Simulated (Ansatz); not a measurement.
Ru:

```
Ru
1.0
     2.70580    0.00000    0.00000
    -1.35290    2.34329    0.00000
     0.00000    0.00000    4.28190
Ru
2
Direct
  0.66667 0.33333 0.75000
  0.33333 0.66667 0.25000
```

Program: Ansatz 0.2.0. Alike in all runs: potentials or basis all-electron LAPW, scalar-relativistic; no spin polarisation; cell as given.

**Question.** Order these runs on this cell by their pressure, lowest first.
A. level revPBE; k mesh 11 × 11 × 6; cutoff (eV) 281; smearing fermi-dirac 0.05 eV; basis error allowed 0.001 eV/atom; mesh quality not flagged
B. level PBEsol; k mesh 11 × 11 × 6; cutoff (eV) 281; smearing fermi-dirac 0.05 eV; basis error allowed 0.001 eV/atom; mesh quality not flagged
C. level PBE; k mesh 4 × 4 × 2; cutoff (eV) 261; smearing fermi-dirac 0.03 eV; basis error allowed 0.002 eV/atom; mesh quality coarse
D. level PBE; k mesh 11 × 11 × 6; cutoff (eV) 281; smearing gaussian 0.011 eV; basis error allowed 0.001 eV/atom; mesh quality not flagged

**Answer.** B (-6.2 GPa), C (0.8 GPa), D (4.4 GPa), A (7.7 GPa).

Caveats: some runs use coarse meshes.

Not every run made on this cell is shown here.
